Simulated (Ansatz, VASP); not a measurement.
**Rh: VASP beside Ansatz**

INCAR

```
  PREC = Accurate
  ENCUT = 520
  EDIFF = 1E-6
  ISMEAR = 1
  SIGMA = 0.02
  LREAL = False
  LASPH = True
  NELM = 100
  ALGO = Fast
  ISIF = 2
  LWAVE = False
  LCHARG = False
  GGA = PE
  NBANDS = 14
```

KPOINTS

```
Automatic mesh
0
Gamma
  22 22 22
```

The input POSCAR:

```
Rh
1.0
    0.0000000000      1.8064725000      1.9015500000
    1.8064725000      0.0000000000      1.9015500000
    1.8064725000      1.8064725000      0.0000000000
Rh
1
Direct
    0.0000000000      0.0000000000      0.0000000000
```

Input for Ansatz:

```yaml
crystal:
  lattice:
    - [0.0, 1.8064725, 1.90155]
    - [1.8064725, 0.0, 1.90155]
    - [1.8064725, 1.8064725, 0.0]
  atoms:
    - { symbol: Rh, position: [0.0, 0.0, 0.0] }
basis:
  ecutwfc: 420
kpoints:
  mp_grid: { grid: [22, 22, 22] }
hamiltonian:
  xc: pbe
scf:
  occupations: { method: cold, width: 0.02 }
output:
  forces: true
  stress: true
  eigenvalues: true
```

Change from the starting cell: strain -0.050 along x and y, +0.000 along z, atoms carried along.

Alike in both runs: task single point; functional PBE; k mesh 22 × 22 × 22; no spin polarisation.

|  | VASP | Ansatz |
| --- | --- | --- |
| version | VASP 6.6.1 | Ansatz 0.2.0 |
| potentials or method | VASP PAW PBE potentials, release 64 (Rh_pv) | scalar-relativistic, plane waves, PAW |
| plane-wave cutoff (eV) | 520 | 420 |
| occupations | methfessel-paxton of order 1, width 0.02 eV | cold, width 0.02 eV |
| valence electrons in the cell | 15 | 17 |

Ansatz gave:

```
gap on the k mesh at the Fermi level (eV)       : none
pressure (GPa)                                  : 44.2
largest component of the traceless stress (GPa) : 11.53
```

Task: Estimate VASP's values.

Result: gap on the k mesh at the Fermi level (eV): none; pressure (GPa): 44.1; largest component of the traceless stress (GPa): 11.52.

A gap of «none» marks a metal or a gap that the smearing closes. The two sets of potentials don't hold the same shells in valence.

Caveats: so large a pressure means that the cell lies far from this level's equilibrium, or that cutoff or potentials fall short (VASP).
